**Question**

I have PBE bulk moduli for eight III-V crystals, all of the zincblende type. How far does bond length explain them, and how far can I trust them when I choose a material?

Zincblende III-V crystals, computed with Ansatz 0.2.0: PBE, scalar-relativistic plane-wave PAW, 420 eV cutoff, Γ-centred k meshes, no spin polarisation. Cells were relaxed at zero pressure, except AlN at 12.5 GPa; bulk moduli come from stresses at small strains with the ions relaxed. Smearing is Gaussian for GaAs and Fermi-Dirac for GaSb, InAs and InSb.

```
formula  element on site A  Z A  element on site B  Z B  difference of Pauling electronegativities  volume per atom (Å³)  shortest distance (Å)    k mesh  smearing width  strain amplitude  bulk modulus from strains (GPa)
     BN                  B    5                  N    7                                          1                  5.95                  1.569  12×12×12            0 eV             0.002                              371
    BAs                  B    5                 As   33                                       0.14                 13.90                  2.082  10×10×10            0 eV             0.002                              132
    AlN                 Al   13                  N    7                                       1.43                 10.07                  1.870  10×10×10            0 eV             0.002                              240
   GaAs                 Ga   31                 As   33                                       0.37                 23.71                  2.488  12×12×12         0.02 eV             0.002                             60.9
   GaSb                 Ga   31                 Sb   51                                       0.24                 30.02                  2.691  12×12×12         0.15 eV             0.005                             44.3
    InP                 In   49                  P   15                                       0.41                 26.46                  2.581  10×10×10            0 eV             0.002                             59.5
   InAs                 In   49                 As   33                                        0.4                 29.62                  2.679  12×12×12         0.15 eV             0.005                             48.2
   InSb                 In   49                 Sb   51                                       0.27                 36.55                  2.874  12×12×12         0.15 eV             0.005                             36.4
```

**Answer**

### Which crystal is stiffest, and what sets the order?

BN is the stiffest and InSb the softest. A pressure of 1 GPa shrinks the volume of BN by about 0.3 % and that of InSb by nearly 3 %. The moduli follow the shortest distance without exception: the longer the bond, the softer the crystal. Polarity gives no such order: BAs has a smaller electronegativity difference than both BN and GaAs, yet its modulus lies between theirs.

### Why does a short bond matter so much?

The bulk modulus is $B=V\,\partial^2E/\partial V^2$, the curvature of the energy $E$ with volume $V$. If the energy curves of all compounds have the same shape, $B$ is an energy scale divided by a volume, and the volume grows as $d^3$, where $d$ is the shortest distance. Three limiting cases follow. Equally strong bonds give $B\propto d^{-3}$, a Coulomb energy $e^2/d$ gives $d^{-4}$, and the kinetic energy of confined electrons, $\hbar^2/(md^2)$, gives $d^{-5}$.

A simpler system shows how the middle case arises: a crystal of point ions, attracted by their charges and kept apart by a steep repulsion. At rest the two forces balance, which ties the repulsion to $e^2/d$ and makes $B$ fall as $d^{-4}$ if the charges and the steepness stay the same. III-V bonds are largely covalent, so the comparison lends only the scaling, not the strength of the bond.

### Do the numbers follow one of these cases?

A power law fitted to every row except AlN gives an exponent of −3.9 ± 0.1 (standard error of the fit), close to the Coulomb case. A line with exactly $d^{-4}$ meets each of these seven rows within 9 %, as the printed output below shows. The two boron compounds provide most of the range: without them the exponent is the same, but its error grows to 0.6, too large to exclude the other two cases. Nor does the agreement prove a cause: real bonds contain both Coulomb and kinetic energy, and the error of the functional, discussed below, may shift the exponent.

### What happens if I swap one element?

Replacing As by Sb in InAs lowers the modulus by 24 %, just what the longer bond predicts. Replacing Ga by In in GaSb lowers it by only 18 %, although the bond grows almost as much. InAs and GaSb, with nearly equal bonds and the same settings, differ by 9 %. Bond length therefore gives the main trend. The remainder has a pattern, since the three indium compounds lie above the $d^{-4}$ line and the two gallium compounds below it, but these data do not show why.

### Why is AlN too stiff for its bond length?

Its cell was held at 12.5 GPa, while the others are practically free of pressure. Squeezing one crystal is not the same as moving to a compound with a shorter bond: the repulsion rises steeply, and the attraction no longer balances it without the outside pressure. In many solids $B$ grows by roughly 4 GPa per GPa of pressure, a general value not computed here. That means $B\propto V^{-4}$, or $d^{-12}$.

Released from pressure, AlN should then have

$$B_0\approx 240-4\times12.5=190\ \text{GPa},$$

$$d_0\approx1.870\times(240/190)^{1/12}\approx1.907\ \text{Å}.$$

The $d^{-4}$ line, drawn without AlN, passes through 198 GPa at the squeezed bond and so through $198\times(1.870/1.907)^4\approx183$ GPa at the released one. The excess over the line shrinks from 21 % to about 4 %. Pressure thus accounts for most of the anomaly, provided the assumed factor of 4 is about right; a change of one in it moves $B_0$ by some 12 GPa.

### What does the choice of functional do?

PBE tends to make bonds in the heavier compounds one or two per cent too long. To a first approximation this error acts like a negative pressure on one and the same crystal, so the steep $d^{-12}$ rule applies: 1.5 % in length should cost about 16 % in stiffness. Between two compounds the same difference in length would cost only 6 %. The computed GaAs modulus of 61 GPa is indeed well below the measured value, which I recall as roughly 75 GPa. In BN the error in bond length is expected to be much smaller. PBE then softens the heavy end of the series more than the light end, so measured moduli should fall somewhat less steeply with bond length than the fit above.

### Which digits can I use?

For ranking, differences of tens of per cent are reasonable guides, but small ones are not. Rank AlN by its estimated 190 GPa, since the value in the table belongs to the compressed crystal. All moduli here describe the zincblende form, whereas AlN normally crystallises as wurtzite and BN is most often met as a soft, layered solid. GaAs and InP differ by only 1.4 GPa, far less than the PBE error estimated for GaAs, so treat them as equal under uniform pressure. Stretching and bending are another matter: for randomly oriented grains, the same runs give GaAs a Young's modulus about a quarter higher than that of InP. GaSb, InAs and InSb came out without a band gap, a known PBE failure for these semiconductors, and their moduli may depend on the k mesh. No row was repeated with another mesh, smearing or strain, so the size of that effect is unknown. For a design that needs the absolute stiffness, take a measured modulus of the kind that matches the load.

Numerical output:

```
fit of log(B) on 7 rows (relaxed): constant 7.676 +/- 0.088, coefficient of log(d) -3.865 +/- 0.099; rms 0.0433, worst InP -0.0745, leave-one-out rms 0.0634
  rows outside the fit (model, value, miss): AlN 5.257, 5.481, -0.224
fit of log(B) on 5 rows (relaxed & (d > 2.3)): constant 7.675 +/- 0.55, coefficient of log(d) -3.868 +/- 0.56; rms 0.0468, worst InP -0.0788, leave-one-out rms 0.0726
  rows outside the fit (model, value, miss): BN 5.932, 5.916, 0.0162; BAs 4.838, 4.883, -0.0446; AlN 5.254, 5.481, -0.227
Scaling with bond length:
   row  'B x volume per atom / GPa A^3'  'B x d^4 / GPa A^4'  'B x d^5 / GPa A^5'  'd^-4 line / GPa'  'B above the line / %'
    BN                             2207                 2248                 3528                400                  -7.257
   BAs                             1835                 2480                 5164                129                   2.309
   AlN                             2417                 2935                 5488              198.3                   21.06
  GaAs                             1444                 2334                 5806              63.27                  -3.743
  GaSb                             1330                 2323                 6251              46.23                  -4.176
   InP                             1574                 2640                 6815              54.63                   8.914
  InAs                             1428                 2483                 6651              47.06                   2.412
  InSb                             1330                 2483                 7137              35.53                   2.439
Largest over smallest B x volume, AlN left out: 1.66
Largest over smallest B x d^4, AlN left out: 1.174
Largest over smallest B x d^5, AlN left out: 2.023
Modulus of BN over that of BAs: 2.811
The same ratio from d^-4 alone: 3.1
Change of B from InAs to InSb in %: -24.48
Change of B from GaSb to InSb in %: -17.83
InAs stiffer than GaSb by %: 8.804
GaAs less InP in GPa: 1.4
AlN modulus estimated at zero pressure in GPa: 190.2
AlN above the d^-4 line after that release in %: 3.661
Loss of B when one crystal is stretched by 1.5 % in bond length, in %: 16.36
Loss of B between compounds whose bonds differ by 1.5 %, in %: 5.782
GaAs below the rough recalled measured modulus by %: 18.8
```
